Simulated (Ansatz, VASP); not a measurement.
**Ru in VASP and in Ansatz**

The input INCAR:

```
SYSTEM = Ru
ALGO = Normal ; EDIFF = 1E-7
ENCUT = 520 ; GGA = PS
ISIF = 2 ; ISMEAR = 0
LASPH = .True. ; LCHARG = .False.
LREAL = .False. ; LWAVE = .False.
NBANDS = 21 ; NELM = 60
PREC = Accurate ; SIGMA = 0.15
```

The input KPOINTS:

```
k-points
0
Gamma
  18 18 10
  0 0 0
```

Contents of POSCAR:

```
Ru
1.0
    2.7273000000      0.0000000000      0.0000000000
   -1.3636500000      2.3619110838      0.0000000000
    0.0000000000      0.0000000000      4.1503000000
Ru
2
Direct
    0.3333333333      0.6666666667      0.2500000000
    0.6666666667      0.3333333333      0.7500000000
```

Input for Ansatz:

```yaml
crystal:
  lattice:
    - [2.7273, 0.0, 0.0]
    - [-1.36365, 2.3619110838, 0.0]
    - [0.0, 0.0, 4.1503]
  atoms:
    - { symbol: Ru, position: [0.3333333333, 0.6666666667, 0.25] }
    - { symbol: Ru, position: [0.6666666667, 0.3333333333, 0.75] }
basis:
  ecutwfc: 420
kpoints:
  mp_grid: { grid: [18, 18, 10] }
hamiltonian:
  xc: pbesol
  pseudopotentials: { kind: paw, azcp: { folder: soft_1 } }
scf:
  occupations: { method: gaussian, width: 0.15 }
output:
  forces: true
  stress: true
  eigenvalues: true
```

Alike in both runs: task single point; functional PBEsol; k mesh 18 × 18 × 10; occupations gaussian, width 0.15 eV; no spin polarisation.

```csv
,VASP,Ansatz
version,VASP 6.6.1,Ansatz 0.2.0
potentials or method,"VASP PAW PBE potentials, release 64 (Ru_pv)","scalar-relativistic, plane waves, PAW"
plane-wave cutoff (eV),520,420
valence electrons in the cell,28,32
```

Ansatz gave:

| Quantity | Value |
| --- | --- |
| gap on the k mesh at the Fermi level (eV) | none |
| pressure (GPa) | -0.1 |
| largest component of the traceless stress (GPa) | 11.76 |

Question: Estimate VASP's values.

Answer: gap on the k mesh at the Fermi level (eV): none; pressure (GPa): -0.2; largest component of the traceless stress (GPa): 11.74.

A gap of «none» marks a metal or a gap that the smearing closes. The functional is the same, so the differences come from potentials, cutoffs and numerics. The two sets of potentials don't hold the same shells in valence. Ansatz warned: «pseudo_functional_mismatch».

Caveats: the PAW data sets were made with another functional, which shifts forces and pressure a little (VASP).
